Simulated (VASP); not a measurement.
# Cu (I4/mmm) in VASP: electric field gradients with PBE

Aim: the electric field gradients of Cu with PBE.

Everything below comes from runs of VASP 6.6.1. Logs are shortened: lines on timing, memory, paths and dates and some standing lists are left out, and cuts for length are marked.

**1. The cell of the first run**

Symmetry: I4/mmm, No. 139, tetragonal system. The conventional cell has a = 2.582 Å, b = 2.582 Å, c = 3.543 Å, α = 90.00°, β = 90.00°, γ = 90.00°. Around Cu (site symmetry 4/mmm) lie 12 Cu at 2.54 to 2.58 Å.

**2. Electric field gradients, PBE (z stretched by -2 % at fixed volume, crystal datasets)**

The input, INCAR:

```
PREC = Accurate
ENCUT = 520
EDIFF = 1E-8
ISMEAR = -1
SIGMA = 0.08
LREAL = F
LASPH = T
NELM = 100
ALGO = Fast
ISIF = 2
LWAVE = F
LCHARG = F
GGA = PE
LEFG = T
NBANDS = 12
```

The input, KPOINTS:

```
Automatic mesh
0
Gamma
  19 19 19
```

The input, POSCAR:

```
Cu
1.0
    0.0000000000      1.8258507244      1.7713500000
    1.8258507244      0.0000000000      1.7713500000
    1.8258507244      1.8258507244      0.0000000000
Cu
1
Direct
    0.0000000000      0.0000000000      0.0000000000
```

Potentials or basis: VASP PAW PBE potentials, release 64 (Cu).

Run with:

```
$ cat potpaw_PBE.64/Cu/POTCAR > POTCAR
$ mpirun -np 1 vasp_std > vasp.out
```

OUTCAR:

```text
PREC = Accurate
   ENCUT = 520
   EDIFF = 1E-8
   ISMEAR = -1
   LREAL = F
   LASPH = T
   NELM = 100
   ISIF = 2
   GGA = PE

 ion  position               nearest neighbor table
   1  0.000  0.000  0.000-

  LATTYP: Found a body centered tetragonal cell.
 ALAT       =     2.5821428573
 C/A-ratio  =     1.3719999999

  Lattice vectors:

 A1 = (   0.0000000000,  -1.8258507244,  -1.7713500000)
 A2 = (   0.0000000000,   1.8258507244,  -1.7713500000)
 A3 = (   1.8258507244,   0.0000000000,   1.7713500000)

Analysis of symmetry for initial positions (statically):
=====================================================================
 Subroutine PRICEL returns:
 Original cell was already a primitive cell.

 Routine SETGRP: Setting up the symmetry group for a
 body centered tetragonal supercell.

 Subroutine GETGRP returns: Found 16 space group operations
 (whereof 16 operations were pure point group operations)
 out of a pool of 16 trial point group operations.

The static configuration has the point symmetry D_4h.

Analysis of symmetry for dynamics (positions and initial velocities):
=====================================================================
 Subroutine PRICEL returns:
 Original cell was already a primitive cell.

 Routine SETGRP: Setting up the symmetry group for a
 body centered tetragonal supercell.

 Subroutine GETGRP returns: Found 16 space group operations
 (whereof 16 operations were pure point group operations)
 out of a pool of 16 trial point group operations.

The dynamic configuration has the point symmetry D_4h.

 Subroutine INISYM returns: Found 16 space group operations
 (whereof 16 operations are pure point group operations),
 and found     1 'primitive' translations

----------------------------------------------------------------------------------------

                                     Primitive cell

  volume of cell :      11.8104

  direct lattice vectors                    reciprocal lattice vectors
     0.000000000  1.825850724  1.771350000    -0.273844950  0.273844950  0.282270585
     1.825850724  0.000000000  1.771350000     0.273844950 -0.273844950  0.282270585
     1.825850724  1.825850724  0.000000000     0.273844950  0.273844950 -0.282270585

  length of vectors
     2.543896950  2.543896950  2.582142857     0.479227291  0.479227291  0.479227291

  position of ions in fractional coordinates (direct lattice)
     0.000000000  0.000000000  0.000000000

  ion indices of the primitive-cell ions
   primitive index   ion index
                 1           1

----------------------------------------------------------------------------------------

 KPOINTS: Automatic mesh

Automatic generation of k-mesh.
 Grid dimensions read from file:
 generate k-points for:   19   19   19

 Generating k-lattice:

  Cartesian coordinates                     Fractional coordinates (reciprocal lattice)
    -0.014412892  0.014412892  0.014856347     0.052631579  0.000000000  0.000000000
     0.014412892 -0.014412892  0.014856347     0.000000000  0.052631579  0.000000000
     0.014412892  0.014412892 -0.014856347     0.000000000  0.000000000  0.052631579

  Length of vectors
     0.025222489  0.025222489  0.025222489

  Shift w.r.t. Gamma in fractional coordinates (k-lattice)
     0.000000000  0.000000000  0.000000000

 Subroutine IBZKPT returns following result:
 ===========================================

 Found    550 irreducible k-points:

 Following reciprocal coordinates:
            Coordinates               Weight
  0.000000  0.000000  0.000000      1.000000
  0.052632 -0.000000  0.000000      8.000000
  0.105263 -0.000000  0.000000      8.000000
  0.157895 -0.000000  0.000000      8.000000
  0.210526 -0.000000  0.000000      8.000000
  0.263158  0.000000  0.000000      8.000000
[... 16 lines left out ...]
 -0.315789  0.052632  0.000000      8.000000
 -0.263158  0.052632  0.000000      8.000000
 [... further k-points ...]
   k-points           NKPTS =    550   k-points in BZ     NKDIM =    550   number of bands    NBANDS=     12
   number of dos      NEDOS =    301   number of ions     NIONS =      1
   total plane-waves  NPLWV =   8000
   dimension x,y,z NGX =    20 NGY =   20 NGZ =   20
   dimension x,y,z NGXF=    40 NGYF=   40 NGZF=   40
   ions per type =               1
   NGX,Y,Z   is equivalent  to a cutoff of  13.07, 13.07, 12.88 a.u.
   NGXF,Y,Z  is equivalent  to a cutoff of  26.14, 26.14, 25.75 a.u.
 SYSTEM =  unknown system
   PREC   = accura    normal or accurate (medium, high low for compatibility)
   ISTART =      0    job   : 0-new  1-cont  2-samecut
   ICHARG =      2    charge: 1-file 2-atom 10-const
   ISPIN  =      1    spin polarized calculation?
   LNONCOLLINEAR =      F non collinear calculations
   LSORBIT =      F    spin-orbit coupling
   LASPH  =      T    aspherical Exc in radial PAW
   ENCUT  =  520.0 eV  38.22 Ry    6.18 a.u.   4.73  4.73  4.80*2*pi/ulx,y,z
   NELM   =    100;   NELMIN=  2; NELMDL= -5     # of ELM steps
   EDIFF  = 0.1E-07   stopping-criterion for ELM
   LREAL  =      F    real-space projection
   EDIFFG = 0.1E-06   stopping-criterion for IOM
   NSW    =      0    number of steps for IOM
   IBRION =     -1    ionic relax: 0-MD 1-quasi-New 2-CG
   NFREE  =      0    steps in history (QN), initial steepest desc. (CG)
   ISIF   =      2    stress and relaxation
   ISYM   =      2    0-nonsym 1-usesym 2-fastsym
   POTIM  = 0.5000    time-step for ionic-motion
   TEBEG  =    0.0;   TEEND  =   0.0 temperature during run
   PSTRESS=    0.0 pullay stress
   NELECT =      11.0000    total number of electrons
   NUPDOWN=      -1.0000    fix difference up-down
   EMIN   =  10.00;   EMAX   =-10.00  energy-range for DOS
   EFERMI =   0.00;   METHOD = LEGACY
   ISMEAR =    -1;   SIGMA  =   0.08  broadening in eV -4-tet -1-fermi 0-gaus
   EFERMI_NEDOS =   21; number of points for ismear=-14 and -15
   IALGO  =     68    algorithm
   IMIX   =      4    mixing-type and parameters
     AMIX     =   0.40;   BMIX     =  1.00
     AMIX_MAG =   1.60;   BMIX_MAG =  1.00
  volume/ion in A,a.u.               =      11.81        79.70
  Fermi-wavevector in a.u.,A,eV,Ry     =   1.598763  3.021224 34.777078  2.556043
  Thomas-Fermi vector in A             =   2.696162
   LORBIT       =      0    0 simple, 1 ext, 2 COOP (PROOUT), +10 PAW based schemes
   GGA     = PE    functional components
   LHFCALC =     F    Hartree Fock is set to
   AEXX    =    0.0000 exact exchange contribution
   IVDW    =     0    specifies the selected vdW correction
   LEPSILON=     F    determine dielectric tensor
   LRPA    =     F    only Hartree local field effects (RPA)
 non-spin polarized calculation
 RMM-DIIS sequential band-by-band and
  energy-cutoff  :      520.00
  volume of cell :       11.81
 maximum number of plane-waves:       327
   NGX =  9   NGY =  9   NGZ =  9

 number of electron      11.0000005 magnetization

 Free energy of the ion-electron system (eV)
  ---------------------------------------------------
  ext. energy  EPLUGINS =         0.00000000
  ---------------------------------------------------
  free energy    TOTEN  =        -3.72746650 eV

  energy without entropy =       -3.72046141  energy(sigma->0) =       -3.72396396

 E-fermi :   7.6235     XC(G=0): -12.7265

 val. band max:        7.5963904930   @ k =  -0.3158   0.2105   0.0526
 cond. band min:       7.6561290897   @ k =  -0.3684   0.0000   0.1579
 fundamental gap:      0.0597385968
 Fermi energy:         7.6234563628

 k-point     1 :       0.0000    0.0000    0.0000
  band No.  band energies     occupation
      1      -1.7659      2.00000
      2       4.5070      2.00000
      3       4.5070      2.00000
      4       4.6499      2.00000
      5       5.3006      2.00000
      6       5.4429      2.00000
      7      30.1975      0.00000
      8      32.7921      0.00000
      9      32.7921      0.00000
     10      32.9159      0.00000
     11      35.2705      0.00000
     12      35.3557      0.00000
[... 331 lines left out ...]
 k-point    24 :      -0.2632    0.0526    0.0000
  band No.  band energies     occupation
      1       0.8869      2.00000
      2       4.2869      2.00000
      3       4.6510      2.00000
      4       4.7415      2.00000
      5       5.4178      2.00000
      6       5.6796      2.00000
      7      18.7122      0.00000
      8      27.9063      0.00000
      9      30.4429      0.00000
     10      31.5889      0.00000
     11      33.5032      0.00000
     12      35.2261      0.00000

 [... further k-points ...]

------------------------ aborting loop because EDIFF is reached ----------------------------------------

  FORCE on cell =-STRESS in cart. coord.  units (eV):
  Direction    XX          YY          ZZ          XY          YZ          ZX
  --------------------------------------------------------------------------------------
  -------------------------------------------------------------------------------------
  Total        0.1377368      0.1377368      0.2274076      0.0000000      0.0000000     -0.0000000
  in kB       18.6851141     18.6851141     30.8496812      0.0000000      0.0000000     -0.0000000
  external PRESSURE =      22.7399698 kB  Pullay stress =       0.0000000 kB

 VOLUME and BASIS-vectors are now :
 -----------------------------------------------------------------------------
  energy-cutoff  :      520.00
  volume of cell :       11.81
      direct lattice vectors                 reciprocal lattice vectors
     0.000000000  1.825850724  1.771350000    -0.273844950  0.273844950  0.282270585
     1.825850724  0.000000000  1.771350000     0.273844950 -0.273844950  0.282270585
     1.825850724  1.825850724  0.000000000     0.273844950  0.273844950 -0.282270585

 POSITION                                       TOTAL-FORCE (eV/Angst)
 -----------------------------------------------------------------------------------
      0.00000      0.00000      0.00000        -0.000000      0.000000      0.000000
 -----------------------------------------------------------------------------------
    total drift:                                0.000000      0.000000      0.000000

  FREE ENERGIE OF THE ION-ELECTRON SYSTEM (eV)
  ---------------------------------------------------
  free  energy   TOTEN  =        -3.7274665015 eV

  energy  without entropy=       -3.7204614139  energy(sigma->0) =       -3.72396396

 Electric field gradients (V/A^2)
---------------------------------------------------------------------
 ion       V_xx      V_yy      V_zz      V_xy      V_xz      V_yz
---------------------------------------------------------------------
   1       0.061     0.061    -0.122    -0.000     0.004     0.004
---------------------------------------------------------------------

 Electric field gradients after diagonalization (V/A^2)
 (convention: |V_zz| > |V_xx| > |V_yy|)
----------------------------------------------------------------------
 ion       V_xx      V_yy      V_zz     asymmetry (V_yy - V_xx)/ V_zz
----------------------------------------------------------------------
   1       0.061     0.061    -0.122       0.002
----------------------------------------------------------------------

           NMR quadrupolar parameters

 Cq : quadrupolar parameter    Cq=e*Q*V_zz/h
 eta: asymmetry parameters     (V_yy - V_xx)/ V_zz
 Q  : nuclear electric quadrupole moment in mb (millibarn)
----------------------------------------------------------------------
 ion       Cq(MHz)       eta       Q (mb)
----------------------------------------------------------------------
   1      -0.000       0.002       1.000
----------------------------------------------------------------------
```

Wall time 39 s (1 thread of Intel Xeon 6975P-C (Granite Rapids), shared host); peak memory 0.18 GiB.

Results:

```yaml
Free_energy: -3.7275 eV
Pressure: 2.3 GPa
Band_gap_on_the_k_mesh: none (metal or under the smearing width)
```

Electric field gradients, principal values (V/Å²):
| atom | Vxx | Vyy | Vzz |
| --- | --- | --- | --- |
| 1 Cu | 0.061 | 0.061 | -0.122 |
